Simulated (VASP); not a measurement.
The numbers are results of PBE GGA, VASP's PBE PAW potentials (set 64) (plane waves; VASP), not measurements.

Input for VASP

**KPOINTS**
```
Automatic mesh
0
gamma
  7 7 7
0 0 0
```

File POSCAR:
```
ZrO2
1
    0.0000000000     2.5591991735     2.5591991735
    2.5591991735     0.0000000000     2.5591991735
    2.5591991735     2.5591991735     0.0000000000
Zr O
1 2
Direct
  0.0000000000   0.0000000000   0.0000000000
  0.2500000000   0.2500000000   0.2500000000
  0.7500000000   0.7500000000   0.7500000000
```

INCAR:
```
SYSTEM=ZrO2
PREC=Accurate; ENCUT=520; LREAL=.FALSE.
LASPH=.TRUE.
EDIFF=1E-6; NELM=100; ALGO=Normal
LMAXMIX=4
ISMEAR=0; SIGMA=0.05
GGA=PE
LWAVE=.FALSE.; LCHARG=.TRUE.
```

POTCAR, in this order: Zr_sv O (PBE.64 set). Program: vasp_std.

What VASP printed:

### OSZICAR
```
       N       E                     dE             d eps       ncg     rms          rms(c)
DAV:   1     0.193006794178E+03    0.19301E+03   -0.14849E+04   640   0.155E+03
DAV:   2    -0.268054901508E+02   -0.21981E+03   -0.21588E+03   824   0.387E+02
DAV:   3    -0.347777235654E+02   -0.79722E+01   -0.79653E+01  1000   0.749E+01
DAV:   4    -0.349509824684E+02   -0.17326E+00   -0.17325E+00   896   0.817E+00
DAV:   5    -0.349534592581E+02   -0.24768E-02   -0.24768E-02   856   0.887E-01    0.240E+01
DAV:   6    -0.286510653776E+02    0.63024E+01   -0.36922E+01   720   0.468E+01    0.953E+00
DAV:   7    -0.285953903524E+02    0.55675E-01   -0.14288E+00   880   0.982E+00    0.596E+00
DAV:   8    -0.285662431375E+02    0.29147E-01   -0.17711E-01   840   0.437E+00    0.459E-01
DAV:   9    -0.285671139530E+02   -0.87082E-03   -0.14443E-02   864   0.890E-01    0.329E-01
DAV:  10    -0.285683001866E+02   -0.11862E-02   -0.48147E-03   752   0.707E-01    0.134E-01
DAV:  11    -0.285683282563E+02   -0.28070E-04   -0.15780E-03   864   0.327E-01    0.132E-01
DAV:  12    -0.285682716942E+02    0.56562E-04   -0.32933E-04   728   0.143E-01    0.464E-03
DAV:  13    -0.285682734019E+02   -0.17077E-05   -0.12105E-05   800   0.255E-02    0.390E-03
DAV:  14    -0.285682736459E+02   -0.24395E-06   -0.22742E-06   696   0.103E-02
   1 F= -.28568274E+02 E0= -.28568274E+02  d E =-.612249E-27
```

### OUTCAR
```
------------------------ aborting loop because EDIFF is reached ----------------------------------------
  FORCE on cell =-STRESS in cart. coord.  units (eV):
  Direction    XX          YY          ZZ          XY          YZ          ZX
  --------------------------------------------------------------------------------------
  Total       -0.0137643     -0.0137643     -0.0137643     -0.0000000     -0.0000000      0.0000000
  in kB       -0.6578421     -0.6578421     -0.6578421     -0.0000000     -0.0000000      0.0000000
  external PRESSURE =      -0.6578421 kB  Pullay stress =       0.0000000 kB
  volume of cell :       33.52
      direct lattice vectors                 reciprocal lattice vectors
     0.000000000  2.559199174  2.559199174    -0.195373617  0.195373617  0.195373617
     2.559199174  0.000000000  2.559199174     0.195373617 -0.195373617  0.195373617
     2.559199174  2.559199174  0.000000000     0.195373617  0.195373617 -0.195373617
 POSITION                                       TOTAL-FORCE (eV/Angst)
 -----------------------------------------------------------------------------------
      0.00000      0.00000      0.00000         0.000000      0.000000     -0.000000
      1.27960      1.27960      1.27960        -0.000000     -0.000000      0.000000
      3.83880      3.83880      3.83880         0.000000      0.000000      0.000000
 -----------------------------------------------------------------------------------
    total drift:                                0.000000      0.000000      0.000000
  FREE ENERGIE OF THE ION-ELECTRON SYSTEM (eV)
  ---------------------------------------------------
  free  energy   TOTEN  =       -28.5682736459 eV

  energy  without entropy=      -28.5682736459  energy(sigma->0) =      -28.56827365
```
(Selected blocks of OUTCAR.)

OUTCAR:
```
 val. band max:        6.9500377339   @ k =  -0.4286   0.4286   0.0000

 cond. band min:      10.3426660222   @ k =   0.0000   0.0000   0.0000


 Fermi energy:         7.3233321650

 k-point     1 :       0.0000    0.0000    0.0000
  band No.  band energies     occupation
      1     -41.1308      2.00000
      2     -18.9487      2.00000
      3     -18.9487      2.00000
      4     -18.9487      2.00000
      5     -11.0808      2.00000
      6      -8.5839      2.00000
      7       1.9006      2.00000
      8       1.9006      2.00000
      9       1.9006      2.00000
     10       6.5109      2.00000
     11       6.5109      2.00000
     12       6.5109      2.00000
     13      10.3427      0.00000
     14      10.3427      0.00000
     15      13.4914      0.00000
     16      16.2029      0.00000

 k-point     2 :       0.1429    0.0000    0.0000
  band No.  band energies     occupation
      1     -41.1229      2.00000
      2     -19.0797      2.00000
      3     -18.9611      2.00000
      4     -18.9611      2.00000
      5     -10.8170      2.00000
      6      -8.7738      2.00000
      7       2.0902      2.00000
      8       2.0902      2.00000
      9       2.4216      2.00000
     10       6.0479      2.00000
     11       6.1693      2.00000
     12       6.1693      2.00000
     13      10.6846      0.00000
     14      10.6846      0.00000
     15      14.0416      0.00000
     16      15.6228      0.00000

 k-point     3 :       0.2857    0.0000    0.0000
  band No.  band energies     occupation
      1     -41.1048      2.00000
      2     -19.3522      2.00000
      3     -18.9887      2.00000
      4     -18.9887      2.00000
      5     -10.3107      2.00000
      6      -9.0571      2.00000
      7       2.5238      2.00000
      8       2.5238      2.00000
      9       3.5619      2.00000
     10       5.2137      2.00000
     11       5.6442      2.00000
     12       5.6442      2.00000
     13      11.0680      0.00000
...
```

The compound is ZrO2 in the fluorite structure, the high-temperature cubic form, which is unstable at 0 K; the monoclinic form is the stable one. It was relaxed first.
